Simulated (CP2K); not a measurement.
Runs of CP2K 2026.2 on Ge. It takes space group Cmcm (No. 63, orthorhombic). The conventional cell has a = 2.976 Å, b = 5.189 Å, c = 4.728 Å, α = 90.00°, β = 90.00°, γ = 90.00°. Around Ge (site symmetry m2m) lie 12 Ge at 2.92 to 2.99 Å. This isn't the form of Ge at room conditions, which is diamond.

```csv
level,potentials or basis,spin,cell,smearing,MAX_SCF,MIXING ALPHA,NBUFFER,NGRIDS,potentials,gap on the mesh (eV),pressure (GPa)
LDA,GTH_POTENTIALS Ge GTH-PADE-q4; TZVP-MOLOPT-PBE-GTH basis,off,as given,gaussian 0.1 eV,100,0.4,8,4,Ge GTH-PADE-q4 of GTH_POTENTIALS,none,-1.2
BLYP,GTH_POTENTIALS Ge GTH-BLYP-q4; TZVP-MOLOPT-PBE-GTH basis,"collinear, ferrimagnetic start",as given,fermi-dirac 0.05 eV,150,0.2,10,4,Ge GTH-BLYP-q4 of GTH_POTENTIALS,none,(a)
PBEsol,POTENTIAL_UZH Ge GTH-PBE-q4; TZVP-MOLOPT-PBE-GTH basis,off,as given,gaussian 0.02 eV,100,0.4,8,5,Ge GTH-PBE-q4 of POTENTIAL_UZH,none,4.0
LDA,GTH_POTENTIALS Ge GTH-PADE-q4; TZVP-MOLOPT-PBE-GTH basis,off,the cell as VASP's run set it,gaussian 0.1 eV,100,0.4,8,5,Ge GTH-PADE-q4 of GTH_POTENTIALS,none,-1.2
```

Alike in all rows: task single point; k mesh 10 × 10 × 6.

Q: Fill in the values left out.

A: (a) 10.4.

Caveats: the basis of atomic orbitals isn't converged, which shifts pressures, moduli and gaps; the potentials were made for another functional, which shifts forces and pressure (some runs).

A k mesh can miss the band edges, and the runs leave out spin-orbit coupling on Ge.

A gap of «none» marks a metal or a gap under the smearing width.

Runs at the PBE level aren't shown here.
